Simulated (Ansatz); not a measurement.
# Sr started on an O site in rocksalt SrO, 64 atoms, charge +2

The calculation used DFT, PBEsol, PAW, plane waves (Ansatz).

Command:

```sh
ansatz run in.yaml --threads 8 --pin off --max-ram 118750MiB --runs-dir r --events-out ev --progress --plain --backend cuda --devices 0,
```

The input less its lattice and atoms (starting moments on atoms near the defect: 2 μB in all):

```yaml
crystal:
  symmetry: { detect: false }
kpoints:
  mp_grid: { grid: [1, 1, 1], shift: [0.25, 0.25, 0.25] }
hamiltonian:
  xc: pbesol
total_charge: 2
magnetization:
  spin_polarized: true
scf:
  occupations: { method: fermi_dirac, width: 0.01 }
relax:
  f_tol: 0.03
  max_steps: 80
  escape_saddle: false
  adjacent_minimum: "off"
output:
  forces: true
  eigenvalues: true
  populations: true
  charged_corrections: { epsilon: 14.5 }
```

Start:

```xyz
64
Lattice="10.2455 0.0000 0.0000 0.0000 10.2455 0.0000 0.0000 0.0000 10.2455" Properties=species:S:1:pos:R:3 pbc="T T T"
O     2.5118   10.2298    0.0086
O     2.5544    0.0099    5.1106
O     2.5625    5.1339   10.2418
O     7.7035   10.2425    0.0036
O     7.6637   10.2156    5.1136
O     7.6993    5.1268    0.0353
O     7.6583    5.1014    5.1382
O     0.0046    2.5803   10.2416
O    10.2195    2.5614    5.1120
O    10.2416    7.6623    0.0102
O    10.2433    7.6899    5.1198
O     5.1373    2.5652    0.0097
O     5.1285    2.5620    5.1051
O     5.1155    7.6737    0.0268
O     5.1555    7.6933    5.1033
O    10.2329    0.0142    2.5853
O     0.0090    0.0030    7.6706
O     0.0041    5.1224    2.5624
O     0.0353    5.1222    7.7226
O     5.1384   10.2231    2.5413
O     5.1338    0.0114    7.6907
O     5.0973    5.1158    2.5245
O     5.1055    5.1153    7.6660
O     2.5508    2.5895    2.5453
O     2.5675    2.5615    7.7162
O     2.5502    7.7053    2.5604
O     2.5770    7.7160    7.7222
O     7.6995    2.5277    2.5935
O     7.6914    2.5904    7.6951
O     7.6862    7.6764    2.5788
O     7.6832    7.6394    7.6749
Sr    2.5709    5.1191    5.1272
Sr   10.2165   10.2324   10.2115
Sr    0.0005   10.2327    5.1282
Sr    0.0091    5.1385    0.0447
Sr   10.2262    5.1243    5.1305
Sr    5.1486    0.0313   10.2331
Sr    5.1462    0.0068    5.1406
Sr    5.1261    5.1506   10.2306
Sr    5.0977    5.0949    5.0861
Sr    2.6048    2.5698    0.0308
Sr    2.5671    2.5757    5.0968
Sr    2.5470    7.6666    0.0105
Sr    2.5527    7.6757    5.1424
Sr    7.6708    2.5547    0.0069
Sr    7.6598    2.5436    5.1204
Sr    7.6601    7.6851   10.2154
Sr    7.6692    7.6729    5.1359
Sr    2.5823    0.0053    2.5552
Sr    2.5500   10.2414    7.6819
Sr    2.5830    5.1206    2.5625
Sr    2.5488    5.1364    7.7121
Sr    7.6740   10.2161    2.5870
Sr    7.7174   10.1936    7.6838
Sr    7.7082    5.0886    2.5841
Sr    7.7090    5.0823    7.6597
Sr    0.0055    2.5323    2.6048
Sr   10.2120    2.5680    7.6509
Sr   10.2135    7.6796    2.6032
Sr   10.2448    7.7126    7.7272
Sr    5.0967    2.5936    2.5514
Sr    5.1326    2.5587    7.6805
Sr    5.1206    7.6945    2.4951
Sr    5.1501    7.6914    7.6714
```

Steps:

```tsv
step	energy less the first (eV)	largest force component (eV/Å)
start	0.000	5.100
1	-3.855	1.623
2	-4.526	0.220
3	-4.601	0.040
4	-4.602	0.035
5	-4.603	0.011
```

A structure on the way, about -4.53 eV from the start:

```
O Sr
1.0
    10.24549    0.00000    0.00000
     0.00000   10.24549    0.00000
     0.00000    0.00000   10.24549
O Sr
31 33
Direct
  0.24855 0.99971 0.00043
  0.24948 0.00026 0.49975
  0.25025 0.50020 0.00043
  0.75018 0.99968 0.99988
  0.74904 0.99848 0.50005
  0.75044 0.49970 0.00153
  0.74874 0.49861 0.50115
  0.00107 0.25242 0.99992
  0.99912 0.25062 0.50008
  0.00077 0.74723 0.00022
  0.99897 0.75086 0.49997
  0.49947 0.25203 0.00005
  0.50114 0.24909 0.49961
  0.49903 0.74740 0.00073
  0.50085 0.74988 0.49957
  0.00100 0.00039 0.25211
  0.00156 0.99993 0.74894
  0.00338 0.49988 0.25477
  0.00500 0.49926 0.74686
  0.49920 0.99896 0.25006
  0.49954 0.00028 0.74882
  0.49549 0.50020 0.25235
  0.49573 0.50015 0.74471
  0.24938 0.25123 0.24947
  0.24984 0.25114 0.75111
  0.25017 0.75050 0.25069
  0.25094 0.75098 0.75212
  0.75036 0.25092 0.25232
  0.75048 0.25287 0.75028
  0.75019 0.74674 0.25161
  0.75012 0.74616 0.74938
  0.25016 0.50003 0.50090
  0.99824 0.00011 0.99959
  0.99620 0.99968 0.50017
  0.99479 0.49990 0.00200
  0.97060 0.50165 0.50037
  0.50189 0.00119 0.99936
  0.50449 0.99951 0.50028
  0.50587 0.50122 0.99936
  0.52753 0.49775 0.49893
  0.25053 0.24386 0.00088
  0.25169 0.22569 0.49935
  0.24948 0.75604 0.00090
  0.24831 0.77441 0.50122
  0.75008 0.24746 0.00048
  0.74917 0.24300 0.50000
  0.74929 0.75144 0.99951
  0.74845 0.75483 0.50036
  0.25057 0.99958 0.24590
  0.24981 0.00019 0.75428
  0.25023 0.49978 0.22134
  0.24988 0.50061 0.78027
  0.74979 0.99860 0.24981
  0.75120 0.99811 0.75112
  0.75093 0.49848 0.24556
  0.75109 0.49802 0.75471
  0.99980 0.24749 0.25128
  0.99910 0.24925 0.74972
  0.99886 0.75091 0.25151
  0.00010 0.75121 0.75175
  0.49942 0.25000 0.24933
  0.50022 0.24900 0.75009
  0.50019 0.75151 0.24780
  0.50080 0.75098 0.74929
```

End:

```xyz
64
Lattice="10.2455 0.0000 0.0000 0.0000 10.2455 0.0000 0.0000 0.0000 10.2455" Properties=species:S:1:pos:R:3 pbc="T T T"
O     2.5599   10.2435    0.0023
O     2.5589   10.2419    5.1248
O     2.5605    5.1202    0.0074
O     7.6825   10.2436    0.0024
O     7.6835   10.2436    5.1251
O     7.6830    5.1210    0.0030
O     7.6859    5.1199    5.1287
O     0.0096    2.5912    0.0021
O     0.0119    2.5723    5.1248
O     0.0081    7.6512    0.0008
O    10.2382    7.6898    5.1237
O     5.1143    2.5887    0.0027
O     5.1317    2.5521    5.1255
O     5.1130    7.6481    0.0025
O     5.1150    7.6700    5.1251
O     0.0053    0.0005    2.5693
O     0.0059   10.2444    7.6796
O     0.0771    5.1210    2.6414
O     0.0821    5.1200    7.6029
O     5.1154   10.2428    2.5699
O     5.1150   10.2424    7.6793
O     5.0409    5.1216    2.6442
O     5.0370    5.1215    7.6006
O     2.5603    2.5624    2.5654
O     2.5608    2.5638    7.6855
O     2.5615    7.6822    2.5649
O     2.5625    7.6802    7.6876
O     7.6841    2.5913    2.5741
O     7.6846    2.5917    7.6793
O     7.6838    7.6507    2.5736
O     7.6836    7.6515    7.6782
Sr    2.5659    5.1177    5.1348
Sr   10.2257   10.2445    0.0016
Sr   10.1956   10.2454    5.1246
Sr   10.1850    5.1213    0.0038
Sr    9.9441    5.1297    5.1230
Sr    5.1411   10.2437    0.0017
Sr    5.1726   10.2402    5.1257
Sr    5.1818    5.1208    0.0048
Sr    5.4285    5.1130    5.1223
Sr    2.5615    2.4867    0.0050
Sr    2.5686    2.2988    5.1271
Sr    2.5599    7.7544    0.0030
Sr    2.5545    7.9383    5.1235
Sr    7.6846    2.5278    0.0017
Sr    7.6876    2.4872    5.1251
Sr    7.6825    7.7137    0.0015
Sr    7.6811    7.7545    5.1252
Sr    2.5607   10.2439    2.5140
Sr    2.5608   10.2420    7.7365
Sr    2.5600    5.1230    2.2657
Sr    2.5602    5.1197    7.9955
Sr    7.6834   10.2433    2.5450
Sr    7.6836   10.2426    7.7053
Sr    7.6848    5.1205    2.5033
Sr    7.6850    5.1199    7.7454
Sr    0.0144    2.5552    2.5782
Sr    0.0155    2.5566    7.6714
Sr    0.0126    7.6885    2.5782
Sr    0.0130    7.6873    7.6719
Sr    5.1090    2.5543    2.5785
Sr    5.1081    2.5540    7.6718
Sr    5.1063    7.6861    2.5765
Sr    5.1071    7.6845    7.6714
```

Self-consistency was reached.

Time: 12 s of wall time on one NVIDIA GB300 with 8 processor threads, on a host shared with other runs; peak host memory 1.9 GiB.

Question: How much energy did the relaxation gain, and which atom moved most?

Answer: 4.60 eV in 5 steps, from a start with small random displacements; atom 40 (Sr) moved 0.33 Å, the median atom 0.05 Å (drift of the whole cell removed).

The moment started at 2 μB and ended at 2.0 μB; no other spin state is shown. The one k point has no symmetry partners, which can distort the end along one axis.
